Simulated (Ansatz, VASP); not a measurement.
**Two plane-wave programs on GaSb**

```xyz
2
Lattice="0.0000 3.0435 3.0435 3.0435 0.0000 3.0435 3.0435 3.0435 0.0000" Properties=species:S:1:pos:R:3 pbc="T T T"
Ga    0.0000    0.0000    0.0000
Sb    1.5217    1.5217    1.5217
```

Alike in both runs: task single point; functional PBE; k mesh 10 × 10 × 10; no spin polarisation.

|  | VASP | Ansatz |
| --- | --- | --- |
| version | VASP 6.6.1 | Ansatz 0.2.0 |
| potentials or method | VASP PAW PBE potentials, release 64 (Ga_d, Sb) | PAW plane waves |
| plane-wave cutoff (eV) | 520 | 420 |
| occupations | fermi-dirac, width 0.1 eV | fermi-dirac |
| valence electrons in the cell | 18 | 28 |

```csv
,VASP,Ansatz,Ansatz less VASP
pressure (GPa),3.3,3.2,-0.09
```

The two sets of potentials don't hold the same shells in valence.

 The runs have no spin-orbit coupling, so splittings on Sb are missing.
